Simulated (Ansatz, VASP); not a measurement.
# CdSe in VASP and in Ansatz

File INCAR:

```
SYSTEM = CdSe
ALGO = Normal
EDIFF = 1E-8
ENCUT = 520
GGA = CA
ISIF = 2
ISMEAR = -1
LASPH = .TRUE.
LCHARG = .FALSE.
LEFG = .TRUE.
LREAL = .FALSE.
LWAVE = .FALSE.
NBANDS = 16
NELM = 100
PREC = Accurate
SIGMA = 0.03
```

KPOINTS

```
k-points
0
G
  8 8 8
  0 0 0
```

POSCAR

```
CdSe
1.0
    0.0000000000      3.1316766226      3.0702711986
    3.1316766226      0.0000000000      3.0702711986
    3.1316766226      3.1316766226      0.0000000000
Cd Se
1 1
Direct
    0.0000000000      0.0000000000      0.0000000000
    0.2500000000      0.2500000000      0.2500000000
```

Input for Ansatz:

```yaml
crystal:
  lattice:
    - [0.0, 3.1316766226, 3.0702711986]
    - [3.1316766226, 0.0, 3.0702711986]
    - [3.1316766226, 3.1316766226, 0.0]
  atoms:
    - { symbol: Cd, position: [0.0, 0.0, 0.0] }
    - { symbol: Se, position: [0.25, 0.25, 0.25] }
kpoints:
  mp_grid: { grid: [8, 8, 8] }
scf:
  occupations: { method: fermi_dirac, width: 0.03 }
hamiltonian:
  xc: lda
  pseudopotentials: { kind: paw }
output:
  forces: true
  stress: true
  eigenvalues: true
  efg: { contact_densities: true }
```

Change from the starting cell: equal xx and yy strain of +2 %, PAW files.

Alike in both runs: task electric field gradients; functional LDA; k mesh 8 × 8 × 8; occupations fermi-dirac, width 0.03 eV; no spin polarisation.

```csv
,VASP,Ansatz
version,VASP 6.6.1,Ansatz 0.2.0
potentials or method,"VASP PAW LDA potentials, release 64 (Cd, Se)","PAW with Ansatz's default frozen-core files, scalar-relativistic"
plane-wave cutoff (eV),520,420
valence electrons in the cell,18,36
```

```csv
,VASP,Ansatz,Ansatz less VASP
pressure (GPa),-4.5,-4.8,-0.31
largest component of the traceless stress (GPa),0.29,0.30,+0.005
Vzz of the field gradient on the site that differs most (V/Å²),5.6,5.6,+0.07
```

The two sets of potentials don't hold the same shells in valence. Ansatz warned: «gradients_without_spin_orbit».
